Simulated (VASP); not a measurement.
CO2: electric field gradients with LDA

The system is CO2.

```
CELL_PARAMETERS angstrom
4.89175 2.82425 4.05183
-4.89175 2.82425 4.05183
0.00000 -5.64850 4.05183
ATOMIC_POSITIONS crystal
C 0.00000 0.00000 0.00000
C 0.50000 0.50000 0.50000
C 0.49788 0.75000 0.00212
C 0.75000 0.00212 0.49788
C 0.00212 0.49788 0.75000
C 0.99788 0.50212 0.25000
C 0.50212 0.25000 0.99788
C 0.25000 0.99788 0.50212
O 0.90401 0.90401 0.90401
O 0.40401 0.40401 0.40401
O 0.09599 0.09599 0.09599
O 0.59599 0.59599 0.59599
O 0.59856 0.66029 0.10288
O 0.66029 0.10288 0.59856
O 0.10288 0.59856 0.66029
O 0.09856 0.60288 0.16029
O 0.60288 0.16029 0.09856
O 0.16029 0.09856 0.60288
O 0.40144 0.33971 0.89712
O 0.33971 0.89712 0.40144
O 0.89712 0.40144 0.33971
O 0.90144 0.39712 0.83971
O 0.39712 0.83971 0.90144
O 0.83971 0.90144 0.39712
```

The cell comes from a database or a generator and needn't be the stable form of this composition.

```
Program                : VASP 6.6.1
Task                   : electric field gradients
Functional             : LDA
Potentials or basis    : VASP PAW LDA potentials, release 64 (C, O)
Cutoff                 : 520 eV
k mesh                 : 4 × 4 × 4
Occupations            : fermi-dirac, width 0.02 eV
Spin                   : no spin polarisation
Dipole correction      : no
Further INCAR settings : LREAL = Auto; ALGO = Fast; EDIFF = 1e-08; NBANDS = 82
```

```yaml
Pressure: -0.9 GPa
Largest_force: 0.172 eV/Å
Band_gap_on_the_k_mesh: 6.34 eV, indirect (least direct gap 6.44 eV)
```

Forces on the atoms (eV/Å):
```
C    0.000  0.000  0.000
C    0.000  0.000  0.000
C   -0.008 -0.013  0.000
C   -0.008  0.013  0.000
C    0.015  0.000  0.000
C   -0.015  0.000  0.000
C    0.008  0.013  0.000
C    0.008 -0.013  0.000
O    0.000  0.000 -0.163
O    0.000  0.000 -0.163
O    0.000  0.000  0.163
O    0.000  0.000  0.163
O    0.138 -0.088  0.052
O   -0.145 -0.075  0.052
O    0.008  0.163  0.052
O   -0.008  0.163  0.052
O    0.145 -0.075  0.052
O   -0.138 -0.088  0.052
O   -0.138  0.088 -0.052
O    0.145  0.075 -0.052
O   -0.008 -0.163 -0.052
O    0.008 -0.163 -0.052
O   -0.145  0.075 -0.052
O    0.138  0.088 -0.052
```

Levels at points of the mesh, in eV from the valence-band top:
```
           k point  band 61  band 62  band 63  band 64  band 65  band 66  band 67  band 68
(0.00, 0.00, 0.00)    -0.19    -0.19    -0.10    -0.10     6.34     7.33     7.33     7.41
(0.50, 0.00, 0.00)    -0.19    -0.19    -0.13    -0.13     7.34     7.34     7.44     7.44
(0.50, 0.50, 0.00)    -0.32    -0.20    -0.13     0.00     7.57     7.65     7.76     7.81
(0.50, 0.50, 0.50)    -0.14    -0.14    -0.14    -0.14     7.90     7.91     7.96     7.96
```

Electric field gradients, principal values (V/Å²):
```csv
atom,Vxx,Vyy,Vzz
1 C,24.877,24.877,-49.754
2 C,24.877,24.877,-49.754
3 C,24.874,24.893,-49.768
4 C,24.874,24.893,-49.768
5 C,24.874,24.893,-49.768
6 C,24.874,24.893,-49.768
7 C,24.874,24.893,-49.768
8 C,24.874,24.893,-49.768
9 O,-30.937,-30.937,61.873
10 O,-30.937,-30.937,61.873
11 O,-30.937,-30.937,61.873
12 O,-30.937,-30.937,61.873
13 O,-30.159,-31.264,61.424
14 O,-30.159,-31.264,61.424
15 O,-30.159,-31.264,61.424
16 O,-30.159,-31.264,61.424
17 O,-30.159,-31.264,61.424
18 O,-30.159,-31.264,61.424
19 O,-30.159,-31.264,61.424
20 O,-30.159,-31.264,61.424
21 O,-30.159,-31.264,61.424
22 O,-30.159,-31.264,61.424
23 O,-30.159,-31.264,61.424
24 O,-30.159,-31.264,61.424
```

Wall time 7.4 min on 1 thread of Intel(R) Xeon(R) Platinum 8488C (Sapphire Rapids) (shared host), peak memory 0.4 GiB.

Caveat: the standard files for N, O and F lose accuracy on very short bonds. A k mesh can miss the band edges.
